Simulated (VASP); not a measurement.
# PtSe2 in VASP: notebook, part 2 of 2

VASP 6.6.1.

### 4 Relaxation of cell and atoms, PBE+D3(BJ)

This run uses another cell than the first one, of 81.38 Å³/atom, 1.009 times its volume.

File INCAR:

```
ALGO = Normal ; EDIFF = 1E-7
EDIFFG = -0.005 ; ENCUT = 600
GGA = PE ; IBRION = 2
ISIF = 3 ; ISMEAR = 0
IVDW = 12 ; KPAR = 8
LASPH = True ; LATTICE_CONSTRAINTS = .TRUE. .TRUE. .FALSE.
LCHARG = False ; LREAL = False
LWAVE = False ; NELM = 80
NSW = 90 ; PREC = Accurate
SIGMA = 0.03
```

File KPOINTS:

```
k-points
0
Gamma
  9 9 1
```

File POSCAR:

```
PtSe2                                   
1.0
    3.7054754964      0.0000000000      0.0000000000
   -1.8527377482      3.2090359094      0.0000000000
    0.0000000000      0.0000000000     20.5310000000
  Se              Pt            
     2     1
Direct
     0.6666666699999979    0.3333333300000021    0.4354485116653866
     0.3333333300000021    0.6666666699999979    0.5645514883346133
     1.0000000000000000    0.0000000000000000    0.5000000000000000
```

Potentials or basis: VASP PAW PBE potentials, release 64 (Se, Pt).

On the command line:

```sh
$ cat potpaw_PBE.64/Se/POTCAR potpaw_PBE.64/Pt/POTCAR > POTCAR
$ mpirun -np 8 vasp_std > vasp.out
```

OUTCAR:

```text
EDIFF = 1E-7
   EDIFFG = -0.005
   ENCUT = 600
   GGA = PE
   IBRION = 2
   ISIF = 3
   ISMEAR = 0
   IVDW = 12
   LASPH = True
   LREAL = False
   NELM = 80
   NSW = 90
   PREC = Accurate
 IVDW          = 12

 ion  position               nearest neighbor table
   1  0.667  0.333  0.435-   3 2.52   3 2.52   3 2.52
   2  0.333  0.667  0.565-   3 2.52   3 2.52   3 2.52
   3  0.000  0.000  0.500-   1 2.52   2 2.52   2 2.52   1 2.52   1 2.52   2 2.52

  LATTYP: Found a hexagonal cell.
 ALAT       =     3.7054754964
 C/A-ratio  =     5.5407194083

  Lattice vectors:

 A1 = (   3.7054754964,   0.0000000000,   0.0000000000)
 A2 = (  -1.8527377482,   3.2090359094,   0.0000000000)
 A3 = (   0.0000000000,   0.0000000000,  20.5310000000)

Analysis of symmetry for initial positions (statically):
=====================================================================
[... 167 lines left out ...]

 Edisp (eV)   -0.89736

 E8    (eV) :    -0.4119
[... 73 lines left out ...]
--------------------------------------- Ionic step        3  -------------------------------------------

 number of electron      21.9999996 magnetization

 Free energy of the ion-electron system (eV)
  ---------------------------------------------------
  ext. energy  EPLUGINS =         0.00000000
  ---------------------------------------------------
  free energy    TOTEN  =       -14.28673321 eV

  energy without entropy =      -14.28673321  energy(sigma->0) =      -14.28673321

 E-fermi :  -2.7547     XC(G=0):  -3.2873

 val. band max:       -2.8862196376   @ k =   0.0000   0.0000   0.0000
 cond. band min:      -1.5360078431   @ k =   0.2222  -0.0000   0.0000
 fundamental gap:      1.3502117945
 Fermi energy:        -2.7547484916

 k-point     1 :       0.0000    0.0000    0.0000
  band No.  band energies     occupation
      1     -16.9341      2.00000
      2     -15.1710      2.00000
      3      -8.0432      2.00000
      4      -7.9812      2.00000
      5      -7.9812      2.00000
      6      -5.7695      2.00000
      7      -5.7695      2.00000
      8      -4.1963      2.00000
      9      -3.5670      2.00000
     10      -2.8862      2.00000
     11      -2.8862      2.00000
     12       0.0713      0.00000
     13       0.0713      0.00000
     14       1.6171      0.00000
[... 231 lines left out ...]
  FREE ENERGIE OF THE ION-ELECTRON SYSTEM (eV)
  ---------------------------------------------------
  free  energy   TOTEN  =       -15.1839168355 eV

  energy  without entropy=      -15.1839168355  energy(sigma->0) =      -15.18391684

 reached required accuracy - stopping structural energy minimisation
```

CONTCAR:

```text
PtSe2
   1.00000000000000
     3.7058339816750507    0.0000000000000000    0.0000000000000000
    -1.8529169908375254    3.2093463667540365    0.0000000000000000
     0.0000000000000000    0.0000000000000000   20.5309999999999988
  Se              Pt
     2     1
Direct
     0.6666666699999979    0.3333333300000021    0.4354483202211515
     0.3333333300000021    0.6666666699999979    0.5645516797788485
     0.0000000000000000    0.0000000000000000    0.5000000000000000

  0.00000000E+00  0.00000000E+00  0.00000000E+00
  0.00000000E+00  0.00000000E+00  0.00000000E+00
  0.00000000E+00  0.00000000E+00  0.00000000E+00
```

Wall time 54 s (8 MPI ranks of Intel Xeon Platinum 8488C (Sapphire Rapids), shared host); peak memory 0.46 GiB.

What came out:

| Property | Result |
| --- | --- |
| Free energy | -15.1839 eV |
| Relaxed volume | 81.39 Å³/atom |
| Relaxed cell | a = 3.706 Å, b = 3.706 Å, c = 20.531 Å, α = 90.00°, β = 90.00°, γ = 120.00° |
| Space group after relaxing (to 0.05 Å) | P-3m1 (No. 164) |
| Energy gained by relaxing | 0.0 meV/atom |
| Ionic steps | 3 |
| Band gap on the k mesh | 1.35 eV, indirect (least direct gap 1.58 eV) |
| Dispersion energy per atom | -0.299 eV |

Forces on the atoms (eV/Å):
```
Se   0.000  0.000  0.002
Se   0.000  0.000 -0.002
Pt   0.000  0.000  0.000
```

Final structure:
```
CELL_PARAMETERS angstrom
3.70583 0.00000 0.00000
-1.85292 3.20935 0.00000
0.00000 0.00000 20.53100
ATOMIC_POSITIONS crystal
Se 0.66667 0.33333 0.43545
Se 0.33333 0.66667 0.56455
Pt 0.00000 0.00000 0.50000
```

Levels at points of the mesh, in eV from the valence-band top:
```csv
k point,band 8,band 9,band 10,band 11,band 12,band 13,band 14,band 15
"(0.00, 0.00, 0.00)",-1.31,-0.68,0.00,0.00,2.96,2.96,4.50,5.23
```

Caveat: spin-orbit coupling is left out, which moves the levels of the heavy elements. As with any semilocal functional, this PBE gap is likely too small.

### 5 Relaxation of cell and atoms, PBE+D3(BJ)

This run uses another cell than the first one, of 82.19 Å³/atom, 1.019 times its volume.

File INCAR:

```
SYSTEM = PtSe2
PREC = Accurate ; ENCUT = 600
EDIFF = 1E-6 ; ISMEAR = 0
SIGMA = 0.03 ; LREAL = .False.
LASPH = .True. ; NELM = 80
ALGO = Normal ; ISIF = 3
LWAVE = .False. ; LCHARG = .False.
GGA = PE ; IVDW = 12
IBRION = 2 ; NSW = 90
EDIFFG = -0.01 ; LATTICE_CONSTRAINTS = .TRUE. .TRUE. .FALSE.
```

File KPOINTS:

```
regular mesh
0
Gamma
  9 9 1
  0 0 0
```

File POSCAR:

```
PtSe2
1.0
    3.7240000000      0.0000000000      0.0000000000
   -1.8620000000      3.2250786000      0.0000000000
    0.0000000000      0.0000000000     20.5310000000
Se Pt
2 1
Direct
    0.6666666700      0.3333333300      0.4383615000
    0.3333333300      0.6666666700      0.5616385000
    0.0000000000      0.0000000000      0.5000000000
```

Potentials or basis: VASP PAW PBE potentials, release 64 (Se, Pt).

On the command line:

```sh
$ cat potpaw_PBE.64/Se/POTCAR potpaw_PBE.64/Pt/POTCAR > POTCAR
$ mpirun -np 1 vasp_std > vasp.out
```

OUTCAR:

```text
SYSTEM = PtSe2
   PREC = Accurate
   ENCUT = 600
   EDIFF = 1E-6
   ISMEAR = 0
   LREAL = .False.
   LASPH = .True.
   NELM = 80
   ISIF = 3
   GGA = PE
   IVDW = 12
   IBRION = 2
   NSW = 90
   EDIFFG = -0.01
 IVDW          = 12

 ion  position               nearest neighbor table
   1  0.667  0.333  0.438-   3 2.49   3 2.49   3 2.49
   2  0.333  0.667  0.562-   3 2.49   3 2.49   3 2.49
   3  0.000  0.000  0.500-   1 2.49   2 2.49   2 2.49   1 2.49   1 2.49   2 2.49

  LATTYP: Found a hexagonal cell.
 ALAT       =     3.7240000000
 C/A-ratio  =     5.5131578947

  Lattice vectors:

 A1 = (   3.7240000000,   0.0000000000,   0.0000000000)
 A2 = (  -1.8620000000,   3.2250786000,   0.0000000000)
 A3 = (   0.0000000000,   0.0000000000,  20.5310000000)
[... 165 lines left out ...]
  free energy    TOTEN  =       -14.25645033 eV

  energy without entropy =      -14.25645033  energy(sigma->0) =      -14.25645033

------------------------ aborting loop because EDIFF is reached ----------------------------------------

 Edisp (eV)   -0.89680

 E8    (eV) :    -0.4117
[... 155 lines left out ...]
--------------------------------------- Ionic step        5  -------------------------------------------

 number of electron      21.9999996 magnetization

 Free energy of the ion-electron system (eV)
  ---------------------------------------------------
  ext. energy  EPLUGINS =         0.00000000
  ---------------------------------------------------
  free energy    TOTEN  =       -14.28659848 eV

  energy without entropy =      -14.28659848  energy(sigma->0) =      -14.28659848

 E-fermi :  -2.7595     XC(G=0):  -3.3095

 val. band max:       -2.8895537776   @ k =   0.0000   0.0000   0.0000
 cond. band min:      -1.5391108029   @ k =   0.2222   0.0000   0.0000
 fundamental gap:      1.3504429748
 Fermi energy:        -2.7595124886

 k-point     1 :       0.0000    0.0000    0.0000
  band No.  band energies     occupation
      1     -16.9392      2.00000
      2     -15.1754      2.00000
      3      -8.0482      2.00000
      4      -7.9860      2.00000
      5      -7.9860      2.00000
      6      -5.7740      2.00000
      7      -5.7740      2.00000
      8      -4.2002      2.00000
      9      -3.5708      2.00000
     10      -2.8896      2.00000
     11      -2.8896      2.00000
     12       0.0686      0.00000
     13       0.0686      0.00000
     14       1.6046      0.00000
[... 231 lines left out ...]
  FREE ENERGIE OF THE ION-ELECTRON SYSTEM (eV)
  ---------------------------------------------------
  free  energy   TOTEN  =       -15.1839625307 eV

  energy  without entropy=      -15.1839625307  energy(sigma->0) =      -15.18396253

 reached required accuracy - stopping structural energy minimisation
```

Wall time 2.6 min (1 thread of AMD EPYC 9R45 (Zen 5), shared host); peak memory 0.42 GiB.

What came out:

| Item | Value |
| --- | --- |
| Free energy | -15.1840 eV |
| Relaxed volume | 81.38 Å³/atom |
| Relaxed cell | a = 3.705 Å, b = 3.705 Å, c = 20.531 Å, α = 90.00°, β = 90.00°, γ = 120.00° |
| Space group after relaxing (to 0.05 Å) | P-3m1 (No. 164) |
| Energy gained by relaxing | 10.2 meV/atom |
| Ionic steps | 5 |
| Band gap on the k mesh | 1.35 eV, indirect (least direct gap 1.58 eV) |
| Dispersion energy per atom | -0.299 eV |

Step by step:
| step | energy change (eV) | largest force (eV/Å) | pressure (GPa) | volume (Å³) |
| --- | --- | --- | --- | --- |
| 1 | 0.0000 | 0.5996 | 0.74 | 246.58 |
| 2 | -0.0019 | 0.1198 | -0.75 | 254.17 |
| 3 | -0.0159 | 0.2171 | -0.06 | 250.42 |
| 4 | -0.0235 | 0.1515 | -0.04 | 248.52 |
| 5 | -0.0307 | 0.0001 | 0.01 | 244.13 |

Final structure:
```xyz
3
Lattice="3.7055 0.0000 0.0000 -1.8527 3.2090 0.0000 0.0000 0.0000 20.5310" Properties=species:S:1:pos:R:3 pbc="T T T"
Se    1.8527    1.0697    8.9402
Se    0.0000    2.1394   11.5908
Pt    0.0000    0.0000   10.2655
```

Caveat: spin-orbit coupling is left out, which moves the levels of the heavy elements.

### 6 Relaxation of cell and atoms, PBE+D3(BJ)

This run uses another cell than the first one, of 81.38 Å³/atom, 1.009 times its volume.

File INCAR:

```
SYSTEM = PtSe2
PREC = Accurate ; ENCUT = 600
EDIFF = 1E-7 ; ISMEAR = 0
SIGMA = 0.03 ; LREAL = .False.
LASPH = .True. ; NELM = 80
ALGO = Normal ; ISIF = 3
LWAVE = .False. ; LCHARG = .False.
GGA = PE ; IVDW = 12
IBRION = 2 ; NSW = 90
EDIFFG = -0.005 ; LATTICE_CONSTRAINTS = .TRUE. .TRUE. .FALSE.
```

KPOINTS is that of step 5.

File POSCAR:

```
PtSe2                                   
1.0
    3.7054755005      0.0000000000      0.0000000000
   -1.8527377503      3.2090359129      0.0000000000
    0.0000000000      0.0000000000     20.5310000000
  Se              Pt            
     2     1
Direct
     0.6666666699999979    0.3333333300000021    0.4354485118595892
     0.3333333300000021    0.6666666699999979    0.5645514881404108
     0.0000000000000000    0.0000000000000000    0.5000000000000000
```

Potentials or basis: VASP PAW PBE potentials, release 64 (Se, Pt).

On the command line:

```sh
$ cat potpaw_PBE.64/Se/POTCAR potpaw_PBE.64/Pt/POTCAR > POTCAR
$ mpirun -np 1 vasp_std > vasp.out
```

OUTCAR:

```text
SYSTEM = PtSe2
   PREC = Accurate
   ENCUT = 600
   EDIFF = 1E-7
   ISMEAR = 0
   LREAL = .False.
   LASPH = .True.
   NELM = 80
   ISIF = 3
   GGA = PE
   IVDW = 12
   IBRION = 2
   NSW = 90
   EDIFFG = -0.005
 IVDW          = 12

 ion  position               nearest neighbor table
   1  0.667  0.333  0.435-   3 2.52   3 2.52   3 2.52
   2  0.333  0.667  0.565-   3 2.52   3 2.52   3 2.52
   3  0.000  0.000  0.500-   1 2.52   2 2.52   2 2.52   1 2.52   1 2.52   2 2.52

  LATTYP: Found a hexagonal cell.
 ALAT       =     3.7054755005
 C/A-ratio  =     5.5407194022

  Lattice vectors:

 A1 = (   3.7054755005,   0.0000000000,   0.0000000000)
 A2 = (  -1.8527377503,   3.2090359129,   0.0000000000)
 A3 = (   0.0000000000,   0.0000000000,  20.5310000000)

Analysis of symmetry for initial positions (statically):
=====================================================================
 Subroutine PRICEL returns:
 Original cell was already a primitive cell.

 Routine SETGRP: Setting up the symmetry group for a
 hexagonal supercell.

 Subroutine GETGRP returns: Found 12 space group operations
 (whereof 12 operations were pure point group operations)
 out of a pool of 24 trial point group operations.

The static configuration has the point symmetry D_3d.

Analysis of symmetry for dynamics (positions and initial velocities):
=====================================================================
 Subroutine PRICEL returns:
 Original cell was already a primitive cell.

 Routine SETGRP: Setting up the symmetry group for a
 hexagonal supercell.

 Subroutine GETGRP returns: Found 12 space group operations
 (whereof 12 operations were pure point group operations)
 out of a pool of 24 trial point group operations.

The dynamic configuration has the point symmetry D_3d.

 Subroutine INISYM returns: Found 12 space group operations
 (whereof 12 operations are pure point group operations),
 and found     1 'primitive' translations

[... 83 lines left out ...]
   EDIFF  = 0.1E-06   stopping-criterion for ELM
   LREAL  =      F    real-space projection
   EDIFFG = -.5E-02   stopping-criterion for IOM
   NSW    =     90    number of steps for IOM
   IBRION =      2    ionic relax: 0-MD 1-quasi-New 2-CG
   NFREE  =      1    steps in history (QN), initial steepest desc. (CG)
   ISIF   =      3    stress and relaxation
   ISYM   =      2    0-nonsym 1-usesym 2-fastsym
   POTIM  = 0.5000    time-step for ionic-motion
   TEBEG  =    0.0;   TEEND  =   0.0 temperature during run
   PSTRESS=    0.0 pullay stress
   NELECT =      22.0000    total number of electrons
   NUPDOWN=      -1.0000    fix difference up-down
   EMIN   =  10.00;   EMAX   =-10.00  energy-range for DOS
   EFERMI =   0.00;   METHOD = LEGACY
   ISMEAR =     0;   SIGMA  =   0.03  broadening in eV -4-tet -1-fermi 0-gaus
   EFERMI_NEDOS =   21; number of points for ismear=-14 and -15
   IALGO  =     38    algorithm
   IMIX   =      4    mixing-type and parameters
     AMIX     =   0.40;   BMIX     =  1.00
     AMIX_MAG =   1.60;   BMIX_MAG =  1.00
  volume/ion in A,a.u.               =      81.38       549.17
  Fermi-wavevector in a.u.,A,eV,Ry     =   0.733961  1.386985  7.329437  0.538698
  Thomas-Fermi vector in A             =   1.826797
   LORBIT       =      0    0 simple, 1 ext, 2 COOP (PROOUT), +10 PAW based schemes
   GGA     = PE    functional components
   LHFCALC =     F    Hartree Fock is set to
   AEXX    =    0.0000 exact exchange contribution
   IVDW    =    12    specifies the selected vdW correction
   LEPSILON=     F    determine dielectric tensor
   LRPA    =     F    only Hartree local field effects (RPA)
 conjugate gradient relaxation of ions
 non-spin polarized calculation
 Gauss-broadening in eV      SIGMA  =   0.03
  energy-cutoff  :      600.00
  volume of cell :      244.13
 maximum number of plane-waves:      8225
 NGX is ok and might be reduce to    30
   NGX = 15   NGY = 15   NGZ = 83

--------------------------------------- Ionic step        1  -------------------------------------------

 number of electron      21.9999996 magnetization

 Free energy of the ion-electron system (eV)
  ---------------------------------------------------
  ext. energy  EPLUGINS =         0.00000000
  ---------------------------------------------------
  free energy    TOTEN  =       -14.28655159 eV

  energy without entropy =      -14.28655159  energy(sigma->0) =      -14.28655159

------------------------ aborting loop because EDIFF is reached ----------------------------------------

 Edisp (eV)   -0.89736

 E8    (eV) :    -0.4119
[... 73 lines left out ...]
--------------------------------------- Ionic step        3  -------------------------------------------

 number of electron      21.9999996 magnetization

 Free energy of the ion-electron system (eV)
  ---------------------------------------------------
  ext. energy  EPLUGINS =         0.00000000
  ---------------------------------------------------
  free energy    TOTEN  =       -14.28673321 eV

  energy without entropy =      -14.28673321  energy(sigma->0) =      -14.28673321

 E-fermi :  -2.7547     XC(G=0):  -3.2873

 val. band max:       -2.8862196421   @ k =   0.0000   0.0000   0.0000
 cond. band min:      -1.5360078394   @ k =   0.2222   0.0000   0.0000
 fundamental gap:      1.3502118027
 Fermi energy:        -2.7547484917

 k-point     1 :       0.0000    0.0000    0.0000
  band No.  band energies     occupation
      1     -16.9341      2.00000
      2     -15.1710      2.00000
      3      -8.0432      2.00000
      4      -7.9812      2.00000
      5      -7.9812      2.00000
      6      -5.7695      2.00000
      7      -5.7695      2.00000
      8      -4.1963      2.00000
      9      -3.5670      2.00000
     10      -2.8862      2.00000
     11      -2.8862      2.00000
     12       0.0713      0.00000
     13       0.0713      0.00000
     14       1.6171      0.00000
[... 231 lines left out ...]
  FREE ENERGIE OF THE ION-ELECTRON SYSTEM (eV)
  ---------------------------------------------------
  free  energy   TOTEN  =       -15.1839168355 eV

  energy  without entropy=      -15.1839168355  energy(sigma->0) =      -15.18391684

 reached required accuracy - stopping structural energy minimisation
```

OSZICAR:

```text
N       E                     dE             d eps       ncg     rms          rms(c)
DAV:   1     0.175119407984E+03    0.17512E+03   -0.82672E+03   360   0.122E+03
DAV:   2     0.283935042328E+01   -0.17228E+03   -0.16696E+03   573   0.189E+02
DAV:   3    -0.148719164777E+02   -0.17711E+02   -0.17633E+02   479   0.750E+01
[... 32 lines left out ...]
DAV:   1    -0.142867445814E+02    0.26487E-03   -0.31889E-04   444   0.154E-01    0.223E-02
DAV:   2    -0.142867349345E+02    0.96469E-05   -0.39584E-05   367   0.690E-02    0.114E-02
DAV:   3    -0.142867333374E+02    0.15971E-05   -0.37218E-06   395   0.211E-02    0.538E-03
DAV:   4    -0.142867331506E+02    0.18673E-06   -0.24017E-06   458   0.971E-03    0.219E-03
DAV:   5    -0.142867332132E+02   -0.62570E-07   -0.95900E-08   306   0.302E-03
   3 F= -.15183917E+02 E0= -.15183917E+02  d E =-.119133E-05
```

Wall time 89 s (1 thread of AMD EPYC 9R45 (Zen 5), shared host); peak memory 0.41 GiB.

What came out:

```yaml
Free_energy: -15.1839 eV
Relaxed_volume: 81.39 Å³/atom
Relaxed_cell: a = 3.706 Å, b = 3.706 Å, c = 20.531 Å, α = 90.00°, β = 90.00°, γ = 120.00°
Space_group_after_relaxing_to_0.05_Å: P-3m1 (No. 164)
Energy_gained_by_relaxing: 0.0 meV/atom
Ionic_steps: 3
Band_gap_on_the_k_mesh: 1.35 eV, indirect (least direct gap 1.58 eV)
Dispersion_energy_per_atom: -0.299 eV
```

Forces in eV/Å, atoms in the order of the input:
```
Se   0.000  0.000  0.002
Se   0.000  0.000 -0.002
Pt   0.000  0.000  0.000
```

Final structure:
```cif
data_structure
_symmetry_space_group_name_H-M 'P 1'
_symmetry_Int_Tables_number 1
_cell_length_a 3.7058
_cell_length_b 3.7058
_cell_length_c 20.5310
_cell_angle_alpha 90.000
_cell_angle_beta 90.000
_cell_angle_gamma 120.000
_cell_volume 244.18
loop_
_atom_site_label
_atom_site_type_symbol
_atom_site_fract_x
_atom_site_fract_y
_atom_site_fract_z
_atom_site_occupancy
Se1 Se 0.66667 0.33333 0.43545 1
Se2 Se 0.33333 0.66667 0.56455 1
Pt1 Pt 0.00000 0.00000 0.50000 1
```

Caveat: spin-orbit coupling is left out, which moves the levels of the heavy elements. A hybrid or GW would open this gap; PBE tends to underestimate it.
